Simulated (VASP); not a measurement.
Here is a VASP 6.6.1 calculation.

File INCAR:

```
SYSTEM = NaH
PREC = Accurate
ENCUT = 520
EDIFF = 1E-6
ISMEAR = 0
SIGMA = 0.1
LREAL = .False.
LASPH = .True.
NELM = 100
ALGO = Normal
ISIF = 2
LWAVE = .False.
LCHARG = .False.
GGA = PE
NBANDS = 11
```

KPOINTS

```
Automatic mesh
0
Gamma
  6 6 6
  0 0 0
```

File POSCAR:

```
NaH
1.0
    4.4301853524      0.0000000000      0.0000000000
    0.0000000000      1.8661639972      3.2205329073
    0.0000000000     -1.8661639972      3.2205329073
Na H
1 1
Direct
    0.5000000000      0.5577095624      0.5577095624
    0.5000000000      0.2226880876      0.2226880876
```

Potentials or basis: VASP PAW PBE potentials, release 64 (Na_pv, H).

The run is started by

```bash
$ cat potpaw_PBE.64/Na_pv/POTCAR potpaw_PBE.64/H/POTCAR > POTCAR
$ mpirun -np 1 vasp_std > vasp.out
```

(1) What does it give for the largest force?

(2) Estimate the band gap on the k mesh.

Answers

(1) 0.016 eV/Å.

(2) 2.66 eV, indirect (least direct gap 4.26 eV).
